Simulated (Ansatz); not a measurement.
**How far to go with the k-point mesh: InN (R3m, 2 atoms in the cell)**

```
InN
1.0
    0.00000     2.47755     2.47755
    2.47755     0.00000     2.47755
    2.47755     2.47755     0.00000
In N
1 1
Direct
  0.00583   0.00583   0.00583
  0.25000   0.25000   0.25000
```

Computed with LDA (PW92), default PAW files made with PBE (plane waves; Ansatz, a first-principles code).

Base settings: basis.ecutwfc = 420 eV; kpoints.mp_grid.grid = 9 9 9; hamiltonian.xc = lda; hamiltonian.pseudopotentials = {kind: paw} (the program's default PAW files); scf.occupations.method = fermi_dirac; scf.occupations.width = 0.02 eV.

The second cell is the first with its lattice scaled by 0.98.

Only quantities that move along the ladder and can be compared are tabulated.

The count of work is k-points × plane waves × bands × iterations; it is no time. Core times come from one kind of shared machine, to one figure; runs under 30 s give none.

The starting cell has typed, rounded lattice constants, without a prior relaxation at this level. Its lattice was rescaled by up to half a per cent. One atom was moved a little off its site on purpose. Ansatz's pressure includes its estimate of the finite-basis (Pulay) stress. The run gives no clean gap (levels at the Fermi energy touch, overlap or are partly filled at this smearing), which alone does not show that the compound is a metal.

```csv
kpoints.mp_grid.grid,free energy less the last step's (meV/atom),energy of the compressed cell less the first (meV/atom),pressure (GPa),largest difference of a force vector from the last step's (eV/Å),count of work / last,core time / last (rough)
2 2 2,666.35,42.76,3.19,0.011,0.00094,–
3 3 3,126.72,26.30,-0.01,0.017,0.0012,–
8 8 8,0.59,19.80,-1.08,0.001,0.013,–
9 9 9,0.28,19.83,-1.09,0.001,0.017,–
11 11 11,0.07,19.83,-1.10,0.000,0.029,–
12 12 12,0.06,19.78,-1.10,0.000,0.038,–
16 16 16,0.00,19.77,-1.10,0.000,0.084,–
20 20 20,-0.01,19.77,-1.10,0.000,0.16,–
25 25 25,0.00,19.75,-1.10,0.000,0.30,0.3
30 30 30,0.00,19.76,-1.10,0.000,0.50,0.5
34 34 34,0.00,19.76,-1.10,0.000,0.72,0.7
38 38 38,0.00,19.76,-1.10,0.000,1.0,1
```

Coarsest kpoints.mp_grid.grid that holds the forces within 0.01 eV/Å of the last step, with all finer ones: 8 8 8, at 0.013 of the last step's count of work; the step before is off by 0.017 eV/Å.

Coarsest kpoints.mp_grid.grid that holds the pressure within 0.1 GPa of the last step, with all finer ones: 8 8 8, at 0.013 of the last step's count of work; the step before is off by 1.1 GPa.

Coarsest kpoints.mp_grid.grid that holds the free energy within 1 meV/atom of the last step, with all finer ones: 8 8 8, at 0.013 of the last step's count of work; the step before is off by 130 meV/atom.

Keys are those of Ansatz 0.2.
